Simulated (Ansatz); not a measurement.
# Response of TaN to small distortions

```xyz
6
Lattice="5.1850 0.0000 0.0000 -2.5925 4.4903 0.0000 0.0000 0.0000 2.9080" Properties=species:S:1:pos:R:3 pbc="T T T"
Ta    0.0000    0.0000    0.0000
Ta    0.0000    2.9936    1.4540
Ta    2.5925    1.4968    1.4540
N     2.5925    0.0000    0.0000
N     1.2962    2.2452    0.0000
N    -1.2962    2.2452    0.0000
```

Atoms are numbered in the order listed.

The cell comes from COD entry 1539256, which wasn't checked; take it as a given geometry.

Spin–orbit coupling is left out, though it moves levels of the heavy atoms by tenths of an eV or more.

Computed with DFT, LDA, all-electron PAW with datasets made for the crystal, scalar-relativistic in Ansatz 0.2.0.

Settings: a Γ-centred 5×5×8 k mesh, Fermi–Dirac smearing of 0.03 eV, cutoff 500 eV (chosen by the program for this cell), no spin polarisation.

The unchanged cell is at -4.76 GPa.

In a metal, stresses and small energies carry noise from the k mesh.

x, y and z are the Cartesian axes of the cell as listed; fractional coordinates follow a strain, and an engineering shear is twice the off-diagonal strain component.

Q: One change gave: energy change +17 meV/atom; stress change (xx, yy, zz, yz, xz, xy) 0.70, 0.95, 1.01, 6.23, 6.26, 3.76 GPa, compression positive; change of the force on Ta2 (0.472, 0.000, 0.068) eV/Å. Which change was it?
A. equal xy, yz and zx engineering shear strains of +2 %
B. equal xy, yz and zx engineering shear strains of -1 %
C. equal xy, yz and zx engineering shear strains of -3 %

A: C. For equal xy, yz and zx engineering shear strains of -1 %: energy change +2 meV/atom; stress change (xx, yy, zz, yz, xz, xy) 0.07, 0.16, 0.04, 2.02, 2.02, 1.13 GPa, compression positive; change of the force on Ta2 (0.138, 0.000, 0.006) eV/Å. For equal xy, yz and zx engineering shear strains of +2 %: energy change +7 meV/atom; stress change (xx, yy, zz, yz, xz, xy) 0.29, 0.52, 0.29, -3.93, -3.94, -2.25 GPa, compression positive; change of the force on Ta2 (-0.225, -0.001, 0.023) eV/Å.
